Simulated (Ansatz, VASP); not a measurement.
Mg: VASP beside Ansatz

```
Mg
1.0
     3.20930    0.00000    0.00000
    -1.60465    2.77934    0.00000
     0.00000    0.00000    5.21030
Mg
2
Direct
  0.66667 0.33333 0.75000
  0.33333 0.66667 0.25000
```

Alike in both runs: task relaxation of cell and atoms; functional PBE; k mesh 10 × 10 × 5; occupations fermi-dirac, width 0.05 eV; no spin polarisation.

```csv
,VASP,Ansatz
version,VASP 6.6.1,Ansatz 0.2.0
potentials or method,"VASP PAW PBE potentials, release 54 (Mg)",Ansatz PAW
plane-wave cutoff (eV),580,420
valence electrons in the cell,4,20
```

|  | VASP | Ansatz | Ansatz less VASP |
| --- | --- | --- | --- |
| relaxed volume (Å³/atom) | 22.93 | 23.02 | +0.099 |
| relaxed cell length with the largest relative difference (Å) | 5.289 | 5.298 | +0.0084 |
| energy change over the relaxation (meV/atom) | -3 | -3 | +0.2 |

The two sets of potentials don't hold the same shells in valence.

Caveats: the plane-wave basis is chosen anew once the cell has moved, so the energies of steps on either side of that aren't comparable (Ansatz).
